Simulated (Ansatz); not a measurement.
BAs:

```
CELL_PARAMETERS angstrom
0.00000 2.38850 2.38850
2.38850 0.00000 2.38850
2.38850 2.38850 0.00000
ATOMIC_POSITIONS crystal
As 0.75000 0.75000 0.75000
B 0.00000 0.00000 0.00000
```

Base run:

```yaml
Program: Ansatz 0.2.0
Functional: RPBE
Potentials_or_basis: all-electron LAPW, scalar-relativistic
Cutoff: 314 eV (chosen from the basis error)
Basis_error_allowed: 0.001 eV/atom
k_mesh: 10 × 10 × 10
Occupations: fermi-dirac, width 0.05 eV
Spin: no spin polarisation
```

Its results: band gap on the k mesh 1.22 eV, indirect (least direct gap 3.29 eV); pressure 5.4 GPa.

Q: After a change of settings the same cell gave: band gap on the k mesh 1.09 eV, indirect (least direct gap 3.25 eV); pressure -0.8 GPa. Which change was it?
A. functional from RPBE to PBE; occupations from fermi-dirac, width 0.05 eV to gaussian, width 0.011 eV
B. functional from RPBE to PBE
C. functional from RPBE to PBEsol

A: C.

PBEsol binds more tightly than RPBE, so the same cell stands under less pressure.
